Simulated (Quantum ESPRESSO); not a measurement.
# ZnS (Wurtzite-4H) (P6_3mc) in Quantum ESPRESSO: a series of runs

The runs below take ZnS (Wurtzite-4H) through single point, equation of state, with PBEsol.

All numbers are computed with Quantum ESPRESSO 7.5; they aren't measurements. Logs are shortened: lines on timing, memory, paths and dates and some standing lists are left out, and cuts for length are marked.

## (1) The crystal as given

The structure is hexagonal, space group P6_3mc (No. 186). Conventional cell: a = 3.823 Å, b = 3.823 Å, c = 12.520 Å, α = 90.00°, β = 90.00°, γ = 120.00°. Zn (site symmetry 3m) is surrounded by 4 S at 2.34 to 2.35 Å. Around Zn (site symmetry 3m) lie 4 S at 2.34 to 2.35 Å. S (site symmetry 3m) is surrounded by 4 Zn at 2.34 to 2.35 Å. S (site symmetry 3m) has 4 Zn at 2.34 to 2.35 Å as nearest neighbours.

## (2) Single point, PBEsol, 18.62 Å³/atom

Contents of pw.in:

```
&CONTROL
  calculation = 'scf'
  prefix = 'pwscf'
  outdir = './tmp'
  pseudo_dir = './pseudo'
  tprnfor = .true.
  tstress = .true.
  disk_io = 'nowf'
/
&SYSTEM
  ibrav = 0
  nat = 8
  ntyp = 2
  ecutwfc = 45
  ecutrho = 360
  nbnd = 67
  occupations = 'smearing'
  smearing = 'fd'
  degauss = 0.00367493
/
&ELECTRONS
  conv_thr = 1.6d-09
  electron_maxstep = 120
  mixing_beta = 0.5
/
ATOMIC_SPECIES
Zn    65.3800 zn_pbesol_v1.uspp.F.UPF
S     32.0600 s_pbesol_v1.4.uspp.F.UPF
CELL_PARAMETERS angstrom
   3.7446638178    0.0000000000    0.0000000000
  -1.8723319089    3.2429739948    0.0000000000
   0.0000000000    0.0000000000   12.2644180811
ATOMIC_POSITIONS crystal
Zn     0.6666666667    0.3333333333    0.7500000000
Zn     0.3333333333    0.6666666667    0.2500000000
Zn     0.0000000000    0.0000000000    0.5000000000
Zn     0.0000000000    0.0000000000    0.0000000000
S      0.6666666667    0.3333333333    0.9375000000
S      0.3333333333    0.6666666667    0.4375000000
S      0.0000000000    0.0000000000    0.6875000000
S      0.0000000000    0.0000000000    0.1875000000
K_POINTS automatic
8 8 3 0 0 0
```

Potentials or basis: GBRV 1.5 PBEsol.

On the command line:

```sh
$ OMP_NUM_THREADS=1 mpirun -n 2 pw.x -nk 2 -in pw.in > pw.out
```

pw.out:

```text
This program is part of the open-source Quantum ESPRESSO suite
     for quantum simulation of materials; please cite
[... 6 lines left out ...]
     using ibrav=0 with symmetry is DISCOURAGED, use correct ibrav instead

     K-points division:     npool     =       2
     Subspace diagonalization in iterative solution of the eigenvalue problem:
     a serial algorithm will be used

     G-vector sticks info
     --------------------
     sticks:   dense  smooth     PW     G-vecs:    dense   smooth      PW
     Sum        1237     625    187               115735    40839    6551

     Using Slab Decomposition

     bravais-lattice index     =            0
     lattice parameter (alat)  =       7.0764  a.u.
     unit-cell volume          =    1005.0782 (a.u.)^3
     number of atoms/cell      =            8
     number of atomic types    =            2
     number of electrons       =       104.00
     number of Kohn-Sham states=           67
     kinetic-energy cutoff     =      45.0000  Ry
     charge density cutoff     =     360.0000  Ry
     scf convergence threshold =      1.6E-09
     mixing beta               =       0.5000
     number of iterations used =            8  plain     mixing
     Exchange-correlation= SLA  PW   PSX  PSC
                           (   1   4  10   8   0   0   0)

     celldm(1)=   7.076389  celldm(2)=   0.000000  celldm(3)=   0.000000
     celldm(4)=   0.000000  celldm(5)=   0.000000  celldm(6)=   0.000000

     crystal axes: (cart. coord. in units of alat)
               a(1) = (   1.000000   0.000000   0.000000 )
               a(2) = (  -0.500000   0.866025   0.000000 )
               a(3) = (   0.000000   0.000000   3.275172 )

     reciprocal axes: (cart. coord. in units 2 pi/alat)
               b(1) = (  1.000000  0.577350 -0.000000 )
               b(2) = (  0.000000  1.154701  0.000000 )
               b(3) = (  0.000000 -0.000000  0.305327 )

     PseudoPot. # 1 for Zn read from file:
     zn_pbesol_v1.uspp.F.UPF
     Pseudo is Ultrasoft, Zval = 20.0
     Generated by new atomic code, or converted to UPF format
     Using radial grid of  943 points,  6 beta functions with:
                l(1) =   0
                l(2) =   0
                l(3) =   1
                l(4) =   1
                l(5) =   2
                l(6) =   2
     Q(r) pseudized with  8 coefficients,  rinner =    1.100   1.100   1.100
                                                       1.100   1.100

     PseudoPot. # 2 for S  read from file:
     s_pbesol_v1.4.uspp.F.UPF
     Pseudo is Ultrasoft + core correction, Zval =  6.0
     Generated by new atomic code, or converted to UPF format
     Using radial grid of  907 points,  6 beta functions with:
                l(1) =   0
                l(2) =   0
                l(3) =   1
                l(4) =   1
                l(5) =   2
                l(6) =   2
     Q(r) pseudized with  8 coefficients,  rinner =    1.300   1.300   1.300
                                                       1.300   1.300

     atomic species   valence    mass     pseudopotential
     Zn               20.00    65.38000     Zn( 1.00)
     S                 6.00    32.06000     S ( 1.00)

     12 Sym. Ops. (no inversion) found ( 6 have fractional translation)

   Cartesian axes

     site n.     atom                  positions (alat units)
         1        Zn     tau(   1) = (   0.5000000   0.2886751   2.4563790  )
         2        Zn     tau(   2) = (  -0.0000000   0.5773503   0.8187930  )
         3        Zn     tau(   3) = (   0.0000000   0.0000000   1.6375860  )
         4        Zn     tau(   4) = (   0.0000000   0.0000000   0.0000000  )
         5        S      tau(   5) = (   0.5000000   0.2886751   3.0704737  )
         6        S      tau(   6) = (  -0.0000000   0.5773503   1.4328877  )
         7        S      tau(   7) = (   0.0000000   0.0000000   2.2516807  )
         8        S      tau(   8) = (   0.0000000   0.0000000   0.6140947  )

     number of k points=    20  Fermi-Dirac smearing, width (Ry)=  0.0037
                       cart. coord. in units 2pi/alat
        k(    1) = (   0.0000000   0.0000000   0.0000000), wk =   0.0104167
        k(    2) = (   0.0000000   0.0000000   0.1017758), wk =   0.0208333
        k(    3) = (   0.0000000   0.1443376   0.0000000), wk =   0.0625000
        k(    4) = (   0.0000000   0.1443376   0.1017758), wk =   0.1250000
        k(    5) = (   0.0000000   0.2886751   0.0000000), wk =   0.0625000
        k(    6) = (   0.0000000   0.2886751   0.1017758), wk =   0.1250000
[... 12 lines left out ...]
        k(   19) = (   0.2500000   0.5773503   0.0000000), wk =   0.0625000
        k(   20) = (   0.2500000   0.5773503   0.1017758), wk =   0.1250000

     Dense  grid:   115735 G-vectors     FFT dimensions: (  45,  45, 144)

     Smooth grid:    40839 G-vectors     FFT dimensions: (  32,  32, 100)

     Initial potential from superposition of free atoms

     starting charge     103.9993, renormalised to     104.0000
     Starting wfcs are   68 randomized atomic wfcs

     Self-consistent Calculation

     iteration #  1     ecut=    45.00 Ry     beta= 0.50
     Davidson diagonalization with overlap
     ethr =  1.00E-02,  avg # of iterations =  4.9

     Threshold (ethr) on eigenvalues was too large:
     Diagonalizing with lowered threshold

     Davidson diagonalization with overlap
     ethr =  3.83E-04,  avg # of iterations =  2.4

     total energy              =   -1941.36632519 Ry
     estimated scf accuracy    <       0.39294474 Ry

     iteration #  2     ecut=    45.00 Ry     beta= 0.50
     Davidson diagonalization with overlap
     ethr =  3.78E-04,  avg # of iterations =  2.0

     total energy              =   -1941.46153031 Ry
     estimated scf accuracy    <       0.10997350 Ry

     iteration #  3     ecut=    45.00 Ry     beta= 0.50
     Davidson diagonalization with overlap
     ethr =  1.06E-04,  avg # of iterations =  3.2

     total energy              =   -1941.48256306 Ry
     estimated scf accuracy    <       0.00618077 Ry
[... 26 lines left out ...]
     total energy              =   -1941.48284294 Ry
     estimated scf accuracy    <       0.00000049 Ry

     iteration #  8     ecut=    45.00 Ry     beta= 0.50
     Davidson diagonalization with overlap
     ethr =  4.67E-10,  avg # of iterations =  2.6

     total energy              =   -1941.48284311 Ry
     estimated scf accuracy    <       0.00000010 Ry

     iteration #  9     ecut=    45.00 Ry     beta= 0.50
     Davidson diagonalization with overlap
     ethr =  9.58E-11,  avg # of iterations =  2.7

     End of self-consistent calculation

          k = 0.0000 0.0000 0.0000 (  5083 PWs)   bands (ev):

  -117.2645-117.2644-117.2544-117.2544 -71.5936 -71.5936 -71.5934 -71.5934
   -71.5924 -71.5922 -71.5835 -71.5834 -71.5831 -71.5831 -71.5830 -71.5830
    -6.1009  -5.6295  -5.6172  -5.0410   0.8721   0.8753   0.8765   0.8765
     0.8913   0.9190   0.9190   0.9464   0.9464   0.9856   0.9856   1.4164
     1.4164   1.4247   1.4247   1.4605   1.4605   1.4792   1.4792   1.6059
     1.7747   4.4594   4.4794   6.5218   6.5218   6.9661   6.9661   6.9856
     6.9856   7.4506   7.4964   7.4964   9.7536  10.6697  10.9184  11.1791
    13.6682  13.6682  13.7865  13.9860  13.9860  14.2890  14.4231  14.5074
    14.5074  14.6566  14.6566

          k = 0.0000 0.0000 0.1018 (  5108 PWs)   bands (ev):

  -117.2645-117.2644-117.2544-117.2544 -71.5936 -71.5936 -71.5935 -71.5935
   -71.5924 -71.5923 -71.5836 -71.5835 -71.5831 -71.5831 -71.5831 -71.5831
    -6.0415  -5.8724  -5.3487  -5.1273   0.8599   0.8665   0.8838   0.8838
     0.9028   0.9028   0.9617   0.9617   0.9790   0.9790   0.9849   1.2276
     1.4186   1.4186   1.4228   1.4228   1.4651   1.4651   1.4744   1.4744
     2.4032   3.3454   5.6829   6.5798   6.5798   6.7424   6.7424   6.8350
     7.2255   7.2255   7.4213   7.4213  10.2531  10.7272  10.8091  10.9848
    13.6777  13.7034  13.7560  13.7560  13.9216  13.9216  14.5090  14.5090
    14.5908  14.5908  15.3786
[... 61 lines left out ...]
          k = 0.0000 0.4330 0.1018 (  5119 PWs)   bands (ev):

  -117.2644-117.2644-117.2544-117.2544 -71.5936 -71.5936 -71.5936 -71.5936
   -71.5923 -71.5923 -71.5836 -71.5835 -71.5832 -71.5832 -71.5832 -71.5832
    -5.2335  -5.1320  -4.8449  -4.7367   0.8055   0.8393   0.9507   0.9704
     1.0024   1.0397   1.1067   1.1407   1.1494   1.1887   1.2311   1.2948
     1.4215   1.4408   1.4494   1.4595   1.4942   1.5109   1.5991   1.7447
     2.4815   2.6472   3.1762   3.5615   4.2502   4.8379   5.2987   5.5361
     5.9415   6.2456   6.2922   6.5408  10.8928  11.1833  11.4217  11.7160
    12.2776  12.6755  13.7993  14.1068  14.5693  15.2237  15.4302  15.9503
    16.5956  17.0961  17.1967

          k = 0.0000-0.5774 0.0000 (  5082 PWs)   bands (ev):

  -117.2644-117.2644-117.2544-117.2544 -71.5936 -71.5936 -71.5936 -71.5936
   -71.5923 -71.5923 -71.5835 -71.5835 -71.5832 -71.5832 -71.5831 -71.5831
    -5.0463  -4.8706  -4.8607  -4.6814   0.7842   0.8854   0.9551   0.9910
     1.0004   1.1082   1.1268   1.1925   1.2106   1.2412   1.2689   1.4114
     1.4719   1.4849   1.4917   1.5274   1.5411   1.6061   1.6647   1.6685
     1.9811   2.3247   2.7518   2.9849   4.2510   4.8390   5.0265   5.7101
     5.7185   5.7498   6.2538   6.5191  10.6558  10.6826  11.1143  11.6980
    12.2884  12.9951  13.5894  13.9350  14.2552  15.5327  15.7992  16.2628
    16.2797  16.9940  17.9371

          k = 0.0000-0.5774 0.1018 (  5122 PWs)   bands (ev):

  -117.2644-117.2644-117.2544-117.2544 -71.5936 -71.5936 -71.5936 -71.5936
   -71.5924 -71.5924 -71.5836 -71.5836 -71.5832 -71.5832 -71.5832 -71.5832
    -5.0223  -4.9564  -4.7741  -4.7064   0.8084   0.8583   0.9654   0.9829
     1.0152   1.0569   1.1801   1.2048   1.2212   1.2251   1.2778   1.3499
     1.4734   1.4783   1.5035   1.5197   1.5748   1.6050   1.6478   1.6508
     2.1096   2.3203   2.6747   2.8401   4.5341   4.8788   5.1150   5.3615
     5.7051   6.0133   6.0950   6.4000  10.9206  10.9215  11.2925  11.5085
    12.1986  12.2765  13.7422  13.9683  14.5100  15.2207  15.7644  16.1640
    16.7895  17.5397  17.6708

          k = 0.1250 0.2165 0.0000 (  5143 PWs)   bands (ev):

  -117.2645-117.2645-117.2544-117.2544 -71.5937 -71.5936 -71.5936 -71.5936
   -71.5924 -71.5923 -71.5836 -71.5835 -71.5832 -71.5832 -71.5831 -71.5831
    -5.7660  -5.3553  -5.3431  -4.8646   0.8428   0.8614   0.8625   0.9293
     0.9502   0.9848   0.9956   1.0025   1.0122   1.0278   1.0956   1.3552
     1.3795   1.4048   1.4292   1.4418   1.4639   1.4689   1.4925   1.7347
     2.2112   4.1651   4.2072   4.8109   5.4045   5.5578   5.7666   5.9649
     6.1750   6.4387   6.8802   7.0602  11.3960  12.2038  12.2366  12.5661
    12.6760  12.9249  13.1999  13.5884  13.9588  14.5865  14.5901  14.7846
    15.3646  15.4550  16.3122
[... 97 lines left out ...]
          k = 0.2500 0.5774 0.1018 (  5109 PWs)   bands (ev):

  -117.2644-117.2644-117.2544-117.2544 -71.5936 -71.5936 -71.5936 -71.5936
   -71.5924 -71.5923 -71.5836 -71.5835 -71.5832 -71.5832 -71.5831 -71.5831
    -4.8564  -4.8235  -4.7434  -4.7174   0.9256   0.9383   1.0245   1.0542
     1.0729   1.0919   1.1473   1.1809   1.2760   1.2884   1.3285   1.3556
     1.4111   1.4190   1.4454   1.4657   1.6621   1.6931   1.7596   1.7876
     2.4012   2.4520   2.6930   2.7646   3.8967   4.0223   4.5941   4.7916
     5.0974   5.5020   5.8551   5.8622  11.7306  11.7807  12.3467  12.8634
    13.3984  13.5036  13.7164  14.1301  14.7635  15.0644  15.3624  16.0564
    16.5271  16.6198  17.1774

     the Fermi energy is     8.5944 ev

!    total energy              =   -1941.48284313 Ry
     estimated scf accuracy    <          1.1E-09 Ry
     smearing contrib. (-TS)   =      -0.00000000 Ry
     internal energy E=F+TS    =   -1941.48284313 Ry

     The total energy is F=E-TS. E is the sum of the following terms:
     one-electron contribution =   -1790.38635210 Ry
     hartree contribution      =     924.35862975 Ry
     xc contribution           =    -200.72678637 Ry
     ewald contribution        =    -874.72833442 Ry

     convergence has been achieved in   9 iterations

     Forces acting on atoms (cartesian axes, Ry/au):

     atom    1 type  1   force =     0.00000000    0.00000000    0.00040241
     atom    2 type  1   force =     0.00000000    0.00000000    0.00040241
     atom    3 type  1   force =     0.00000000    0.00000000    0.00144088
     atom    4 type  1   force =     0.00000000    0.00000000    0.00144088
     atom    5 type  2   force =     0.00000000   -0.00000000    0.00032162
     atom    6 type  2   force =    -0.00000000   -0.00000000    0.00032162
     atom    7 type  2   force =     0.00000000    0.00000000   -0.00216491
     atom    8 type  2   force =     0.00000000    0.00000000   -0.00216491

     Total force =     0.003749     Total SCF correction =     0.000159

     Computing stress (Cartesian axis) and pressure

          total   stress  (Ry/bohr**3)                   (kbar)     P=       24.81
   0.00017217  -0.00000000   0.00000000           25.33       -0.00        0.00
   0.00000000   0.00017217   0.00000000            0.00       25.33        0.00
  -0.00000000  -0.00000000   0.00016165           -0.00       -0.00       23.78

=------------------------------------------------------------------------------=
   JOB DONE.
=------------------------------------------------------------------------------=
```

It took 91 s on 2 MPI ranks of Arm Neoverse V1, shared host; peak memory 0.66 GiB.

Results:

```yaml
Free_energy: -26415.2198 eV
Pressure: 2.5 GPa
Largest_force: 0.056 eV/Å
Band_gap_on_the_k_mesh: 2.26 eV, direct
```

Caveat: an odd mesh through Γ misses points on the zone boundary, where band edges often lie.

## (3) Single point, PBEsol, 19.01 Å³/atom

pw.in, as its differences from that of step 2:

```diff
@@ -29,5 +29,5 @@
 CELL_PARAMETERS angstrom
-   3.7446638178    0.0000000000    0.0000000000
-  -1.8723319089    3.2429739948    0.0000000000
-   0.0000000000    0.0000000000   12.2644180811
+   3.7710355586    0.0000000000    0.0000000000
+  -1.8855177793    3.2658125923    0.0000000000
+   0.0000000000    0.0000000000   12.3507900682
 ATOMIC_POSITIONS crystal
```

Potentials or basis: GBRV 1.5 PBEsol.

On the command line:

```sh
$ OMP_NUM_THREADS=1 mpirun -n 2 pw.x -nk 2 -in pw.in > pw.out
```

Run time: 1.8 min. Hardware: 2 MPI ranks of Arm Neoverse V1, shared host; peak memory 0.68 GiB.

It converged, with:

```yaml
Free_energy: -26415.2569 eV
Pressure: 0.7 GPa
Largest_force: 0.050 eV/Å
Band_gap_on_the_k_mesh: 2.16 eV, direct
```

## (4) Single point, PBEsol, 19.41 Å³/atom

pw.in, as its differences from that of step 3:

```diff
@@ -29,5 +29,5 @@
 CELL_PARAMETERS angstrom
-   3.7710355586    0.0000000000    0.0000000000
-  -1.8855177793    3.2658125923    0.0000000000
-   0.0000000000    0.0000000000   12.3507900682
+   3.7970435223    0.0000000000    0.0000000000
+  -1.8985217611    3.2883361495    0.0000000000
+   0.0000000000    0.0000000000   12.4359706225
 ATOMIC_POSITIONS crystal
```

On the command line:

```sh
$ OMP_NUM_THREADS=1 mpirun -n 2 pw.x -nk 2 -in pw.in > pw.out
```

It took 1.7 min on 2 MPI ranks of Arm Neoverse V1, shared host; peak memory 0.68 GiB.

The run converged. Its results:

```
Free energy            : -26415.2599 eV
Pressure               : -1.0 GPa
Largest force          : 0.045 eV/Å
Band gap on the k mesh : 2.07 eV, direct
```

## (5) Single point, PBEsol, 19.81 Å³/atom

pw.in, as its differences from that of step 4:

```diff
@@ -29,5 +29,5 @@
 CELL_PARAMETERS angstrom
-   3.7970435223    0.0000000000    0.0000000000
-  -1.8985217611    3.2883361495    0.0000000000
-   0.0000000000    0.0000000000   12.4359706225
+   3.8227000000    0.0000000000    0.0000000000
+  -1.9113500000    3.3105553110    0.0000000000
+   0.0000000000    0.0000000000   12.5200000000
 ATOMIC_POSITIONS crystal
```

On the command line:

```sh
$ OMP_NUM_THREADS=1 mpirun -n 2 pw.x -nk 2 -in pw.in > pw.out
```

It took 1.8 min on 2 MPI ranks of Arm Neoverse V1, shared host; peak memory 0.7 GiB.

The run converged. Its results:

```yaml
Free_energy: -26415.2324 eV
Pressure: -2.5 GPa
Largest_force: 0.040 eV/Å
Band_gap_on_the_k_mesh: 1.99 eV, direct
```

## (6) Single point, PBEsol, 20.20 Å³/atom

pw.in, as its differences from that of step 5:

```diff
@@ -29,5 +29,5 @@
 CELL_PARAMETERS angstrom
-   3.8227000000    0.0000000000    0.0000000000
-  -1.9113500000    3.3105553110    0.0000000000
-   0.0000000000    0.0000000000   12.5200000000
+   3.8480166318    0.0000000000    0.0000000000
+  -1.9240083159    3.3324801573    0.0000000000
+   0.0000000000    0.0000000000   12.6029163237
 ATOMIC_POSITIONS crystal
```

Potentials or basis: GBRV 1.5 PBEsol.

On the command line:

```sh
$ OMP_NUM_THREADS=1 mpirun -n 2 pw.x -nk 2 -in pw.in > pw.out
```

Wall time 1.8 min (2 MPI ranks of Arm Neoverse V1, shared host); peak memory 0.7 GiB.

The run converged. Its results:

| Property | Result |
| --- | --- |
| Free energy | -26415.1776 eV |
| Pressure | -3.7 GPa |
| Largest force | 0.035 eV/Å |
| Band gap on the k mesh | 1.90 eV, direct |

## (7) Single point, PBEsol, 20.60 Å³/atom

pw.in, as its differences from that of step 6:

```diff
@@ -29,5 +29,5 @@
 CELL_PARAMETERS angstrom
-   3.8480166318    0.0000000000    0.0000000000
-  -1.9240083159    3.3324801573    0.0000000000
-   0.0000000000    0.0000000000   12.6029163237
+   3.8730044530    0.0000000000    0.0000000000
+  -1.9365022265    3.3541202452    0.0000000000
+   0.0000000000    0.0000000000   12.6847557358
 ATOMIC_POSITIONS crystal
```

On the command line:

```sh
$ OMP_NUM_THREADS=1 mpirun -n 2 pw.x -nk 2 -in pw.in > pw.out
```

It took 1.8 min on 2 MPI ranks of Arm Neoverse V1, shared host; peak memory 0.72 GiB.

It converged, with:

| Property | Result |
| --- | --- |
| Free energy | -26415.0984 eV |
| Pressure | -4.9 GPa |
| Largest force | 0.031 eV/Å |
| Band gap on the k mesh | 1.82 eV, direct |

## (8) Single point, PBEsol, 20.99 Å³/atom

pw.in, as its differences from that of step 7:

```diff
@@ -29,5 +29,5 @@
 CELL_PARAMETERS angstrom
-   3.8730044530    0.0000000000    0.0000000000
-  -1.9365022265    3.3541202452    0.0000000000
-   0.0000000000    0.0000000000   12.6847557358
+   3.8976739363    0.0000000000    0.0000000000
+  -1.9488369681    3.3754846444    0.0000000000
+   0.0000000000    0.0000000000   12.7655525367
 ATOMIC_POSITIONS crystal
```

On the command line:

```sh
$ OMP_NUM_THREADS=1 mpirun -n 2 pw.x -nk 2 -in pw.in > pw.out
```

Wall time 1.8 min (2 MPI ranks of Arm Neoverse V1, shared host); peak memory 0.74 GiB.

Results (log left out):

- Free energy: -26414.9973 eV
- Pressure: -5.9 GPa
- Largest force: 0.027 eV/Å
- Band gap on the k mesh: 1.74 eV, direct

## (9) Equation of state, PBEsol

Potentials or basis: GBRV 1.5 PBEsol.

No new run: the results of the series are fitted here.

Results:

| Property | Result |
| --- | --- |
| Equilibrium volume | 19.25 Å³/atom |
| Bulk modulus at fixed shape and positions | 78 GPa |
| Pressure derivative of the bulk modulus | 4.4 |

Energy against volume, from the lowest point:
```tsv
volume (Å³/atom)	energy (meV/atom)
18.617	5.02
19.013	0.37
19.409	0.00
19.805	3.44
20.202	10.29
20.598	20.19
20.994	32.83
```

Caveat: the cell was scaled at fixed shape and fractional positions, which overstates the stiffness of a crystal with free parameters, most of all of layers and chains.
